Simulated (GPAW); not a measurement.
Crystal: InAs.

```
In As
1.0
     0.00000    3.01800    3.01800
     3.01800    0.00000    3.01800
     3.01800    3.01800    0.00000
In As
1 1
Direct
  0.00000 0.00000 0.00000
  0.75000 0.75000 0.75000
```

Program: GPAW 26.7.0. Alike in all runs: no spin polarisation; cell as given; cutoff (eV) 600.

Q: Order these runs on this cell by their band gap on the k mesh, lowest first.
A. level PBEsol; potentials or basis PAW data sets generated in the run's folder for this functional, pw; k mesh 8 × 8 × 8; smearing gaussian 0.05 eV
B. level TB-mBJ; potentials or basis GPAW PAW data sets for LDA (gpaw-data 1.2.1), pw; k mesh 6 × 6 × 6; smearing fermi-dirac 0.05 eV
C. level r2SCAN; potentials or basis GPAW PAW data sets (gpaw-data 1.2.1), pw; k mesh 8 × 8 × 8; smearing fermi-dirac 0.05 eV; band path GXWKGLUWLK,UX; band points 80

A: A (metal), C (0.27 eV), B (0.76 eV).

Caveats: spin-orbit coupling is left out, which moves the levels of the heavy elements (some runs); this crystal is a semiconductor, whose small gap the functional closes, so the metal is an error of the method (some runs); a model potential gives levels but no total energy (some runs).

A k mesh can miss the band edges.

Not every run made on this cell is shown here.
